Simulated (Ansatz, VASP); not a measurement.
C in VASP and in Ansatz

```
C
1.0
     0.00000    1.73620    1.69488
     1.73620    0.00000    1.69488
     1.73620    1.73620    0.00000
C
2
Cartesian
  1.7362 1.7362 1.6949
  2.6043 2.6043 2.5423
```

Alike in both runs: task single point; functional LDA; k mesh 12 × 12 × 12; occupations gaussian, width 0.05 eV; no spin polarisation.

|  | VASP | Ansatz |
| --- | --- | --- |
| version | VASP 6.6.1 | Ansatz 0.2.0 |
| potentials or method | VASP PAW LDA potentials, release 64 (C) | scalar-relativistic, plane waves, PAW |
| plane-wave cutoff (eV) | 520 | 520 |
| valence electrons in the cell | 8 | 8 |

Ansatz gave:

* gap on the k mesh at the Fermi level (eV): 3.75
* least direct gap on the mesh (eV): 5.38

Problem. Which values does VASP return?

Solution. gap on the k mesh at the Fermi level (eV): 3.74; least direct gap on the mesh (eV): 5.39.

Ansatz warned: «pseudo_functional_mismatch».
